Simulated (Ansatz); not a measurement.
# Te (Tellurium): the cost of one run

Program: Ansatz 0.2.0. Level of theory: DFT PBE+D3(BJ), scalar-relativistic, plane waves, PAW. These are calculated values, not measurements.

The COD entry's cell or inner coordinates are ideal or old and differ from later refinements, so a difference from it is no clean test against experiment.

1 further run of the same task is left out (set aside as unsound or not needed).

### 1 The starting structure

It takes space group P3_121 (No. 152, trigonal). The conventional cell has a = 4.454 Å, b = 4.454 Å, c = 5.924 Å, α = 90.00°, β = 90.00°, γ = 120.00°. Around Te (site symmetry 2) lie 2 Te at 2.86 Å.

Structure file:

```
CELL_PARAMETERS angstrom
4.45400 0.00000 0.00000
-2.22700 3.85728 0.00000
0.00000 0.00000 5.92400
ATOMIC_POSITIONS crystal
Te 0.26900 0.00000 0.33333
Te 0.00000 0.26900 0.66667
Te 0.73100 0.73100 0.00000
```

Source of the structure: the Crystallography Open Database.

(A quick probe on a coarse mesh, which set the mesh and smearing, is not shown.)

### 3 Relaxing cell and atoms

File input.yaml:

```yaml
crystal:
  lattice:
    - [4.454, 0.0, 0.0]
    - [-2.227, 3.8572771485, 0.0]
    - [0.0, 0.0, 5.924]
  atoms:
    - { symbol: Te, position: [0.269, 0.0, 0.3333333333] }
    - { symbol: Te, position: [0.0, 0.269, 0.6666666667] }
    - { symbol: Te, position: [0.731, 0.731, 0.0] }
basis:
  ecutwfc: 420
kpoints:
  mp_grid: { grid: [6, 6, 4] }
hamiltonian:
  xc: pbe
  dispersion: d3bj
scf:
  occupations: { method: gaussian, width: 0.01 }
output:
  forces: true
  stress: true
  eigenvalues: true
  write_density: true
  write_potential: true
  elf: true
  volumetric_format: npy
relax:
  adjacent_minimum: "off"
  f_tol: 0.005
  max_steps: 80
  cell: { stress_tol: 0.05 }
```

Launch:

```sh
$ ansatz run input.yaml --threads 1 --pin off --max-ram 2560MiB --backend cpu --events-out ev --progress --plain --runs-dir out
```

Q: Estimate wall time and peak memory on 1 thread of Intel Xeon 6975P-C (Granite Rapids), shared host.

About 19 s, with a peak of 0.51 GiB.
